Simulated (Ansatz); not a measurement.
Task: Write an Ansatz input for a relaxation of cell shape and atoms at fixed volume of Sr with r²SCAN (scalar-relativistic), a cutoff of 500 eV (density cutoff 4 times that), a Γ-centred 12×12×6 mesh and Gaussian smearing of 0.05 eV, without spin polarisation. Stop at forces under 0.02 eV/Å and stress under 0.2 GPa, or after 40 steps. Forces, stress and eigenvalues are wanted. The structure:
```
Sr
1.0
     4.2989100319    0.0000000000    0.0000000000
    -2.1494550159    3.7229652962    0.0000000000
     0.0000000000    0.0000000000    7.0215530521
Sr
2
Direct
  0.3333333333 0.6666666667 0.7500000000
  0.6666666667 0.3333333333 0.2500000000
```

Result: 
```yaml
crystal:
  lattice:
    - [4.2989100319, 0.0, 0.0]
    - [-2.1494550159, 3.7229652962, 0.0]
    - [0.0, 0.0, 7.0215530521]
  atoms:
    - { symbol: Sr, position: [0.3333333333, 0.6666666667, 0.75] }
    - { symbol: Sr, position: [0.6666666667, 0.3333333333, 0.25] }
basis:
  ecutwfc: 500
  ecutrho_ratio: 4
kpoints:
  mp_grid: { grid: [12, 12, 6] }
hamiltonian:
  xc: r2scan
scf:
  occupations: { method: gaussian, width: 0.05 }
output:
  forces: true
  stress: true
  eigenvalues: true
relax:
  f_tol: 0.02
  max_steps: 40
  cell: { stress_tol: 0.2, fix: [volume] }
```

Run as written, it has 20 valence electrons, 2839 plane waves at Γ (in the final cell), 24 symmetry operations and 76 irreducible k-points; it took 16 SCF iterations in all. It took about 60 core-seconds on a shared host.

At room temperature and ambient pressure Sr is fcc.
